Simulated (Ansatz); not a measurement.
## Quadrupolar parameters in SiO2

The cell is a Materials Project structure (computed, not necessarily an observed phase), taken as it stands.

```cif
data_SiO2
_symmetry_space_group_name_H-M 'P6_522'
_symmetry_Int_Tables_number 179
_cell_length_a 7.3006
_cell_length_b 7.3006
_cell_length_c 7.0051
_cell_angle_alpha 90.000
_cell_angle_beta 90.000
_cell_angle_gamma 120.000
loop_
_atom_site_label
_atom_site_type_symbol
_atom_site_symmetry_multiplicity
_atom_site_Wyckoff_symbol
_atom_site_fract_x
_atom_site_fract_y
_atom_site_fract_z
Si Si 6 b 0.5339 0.7669 0.4167
O7 O 6 b 0.6123 0.3877 0.0833
O8 O 6 a 0.0000 0.6829 0.1667
```

One atom of each set is listed.

The numbers come from a DFT calculation in Ansatz (PBE, plane waves and PAW (field gradients read without the response of the frozen cores, which leaves them typically 4 to 6 % off), scalar-relativistic, 420 eV cutoff, Γ-centred 4×4×3 k-points, Fermi–Dirac smearing 0.02 eV).

C_Q = eQV_zz/h, which is 24.18 MHz for Q = 1 b and V_zz = 10²¹ V/m²; η = (V_xx − V_yy)/V_zz.

¹⁷O: I = 5/2, Q = -25.58 mb. Quadrupole moments are those of Pyykkö's year-2017 table.

(1) Which values are expected at the nuclei?

## Answers

(1) 

| site | atoms | first shell | V_zz (10²¹ V/m²) | η | C_Q (MHz) |
| --- | --- | --- | --- | --- | --- |
| Si | 6 | 4 O at 1.60 Å | -0.38 | 0.10 | – |
| O7 | 6 | 2 Si at 1.60 Å, angle 176° | 10.52 | 0.00 | -6.51 |
| O8 | 6 | 2 Si at 1.60 Å, angle 163° | 10.38 | 0.03 | -6.42 |

At O7 and O8 V_zz points along the line of its two bonds (within 1°) in each case.

Si has no stable isotope with a ground-state quadrupole moment in the table, so no C_Q is given.

Hardware: 1 thread of Intel Xeon Platinum 8259CL CPU @ 2.50GHz (Skylake/Cascade Lake) (x86_64; 16 cores open to the job, memory cap 3.0 GiB, no GPU), a shared host with a load of 0.3 a core. Wall time 16 s, CPU time 16 s, peak memory 0.54 GiB.
